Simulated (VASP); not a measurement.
In LiH (rock salt type) the Li atom of the primitive cell, with all its periodic images, is moved by 0.06 Å along [111].

```xyz
2
Lattice="0.0000 2.0100 2.0100 2.0100 0.0000 2.0100 2.0100 2.0100 0.0000" Properties=species:S:1:pos:R:3 pbc="T T T"
Li    0.0346    0.0346    0.0346
H     2.0100    2.0100    2.0100
```

Computed with PBE, plane waves, standard recommended PAW potentials in VASP 6.6.1.

Cutoff 649 eV; orbitals from an earlier step on the same cell; potentials Li_sv H; PREC = Accurate; k-mesh 4×4×4 Γ-centred; Fermi–Dirac smearing of 0.05 eV; no spin polarisation.

Task: What force results?

Result: The force on it along the displacement is -0.0556 eV/Å, a force constant of 0.93 eV/Å².

| atom | Fx (eV/Å) | Fy (eV/Å) | Fz (eV/Å) |
| --- | --- | --- | --- |
| Li1 | -0.0321 | -0.0321 | -0.0321 |
| H2 | 0.0321 | 0.0321 | 0.0321 |

The k-mesh is coarse, so these values belong to this mesh and can lie far from the converged ones.
